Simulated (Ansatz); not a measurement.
## Two states of Cr₂O₃

```xyz
10
Lattice="4.7772 -0.0198 -0.0242 -2.4165 1.6313 4.5563 -2.3715 -4.5116 -0.0962" Properties=species:S:1:pos:R:3 pbc="T T T"
Cr    2.5061   -1.3412    0.2391
Cr    0.0268    0.1502    2.4512
Cr   -2.2463   -1.3874    4.0784
Cr    0.0436   -3.0041    2.3129
O     1.4156    0.3533    3.3056
O    -3.0304   -3.0322    3.5780
O    -0.6547   -1.2341    3.5225
O    -1.4563   -2.9357    1.0633
O     3.1795    0.2644    0.9283
O     0.7795   -1.4037    1.1162
```

Level: r2SCAN; 500 eV; 5×4×4 (shifted by 0.5, 0.5, 0 steps) mesh; fermi-dirac occupations (width 0.1 eV); Ansatz 0.2.0, fixed geometry.

State A: Cr1 up, Cr2 down, Cr3 up, Cr4 down (collinear spin). State B: Cr1 down, Cr2 up, Cr3 up, Cr4 down (collinear spin).

Q: Compare the two self-consistent states.

A: State B is lower by 23.4 meV an atom at zero smearing.

| state | free energy (meV/atom) | largest moment in a small sphere (μB) | net moment (μB/cell) | gap on mesh (eV) | pressure (GPa) | largest force (eV/Å) |
| --- | --- | --- | --- | --- | --- | --- |
| A | 23.4 | 2.15 | 0.00 | 1.48 | 15.9 | 9.89 |
| B | 0.0 | 2.18 | 0.00 | 1.56 | 15.3 | 10.18 |

Origin: a strained cell with displaced atoms, so it need not be a known compound. Caveats: an odd or shifted mesh can miss the band edges, so this level's true gap may be smaller; atoms or cell far from equilibrium.
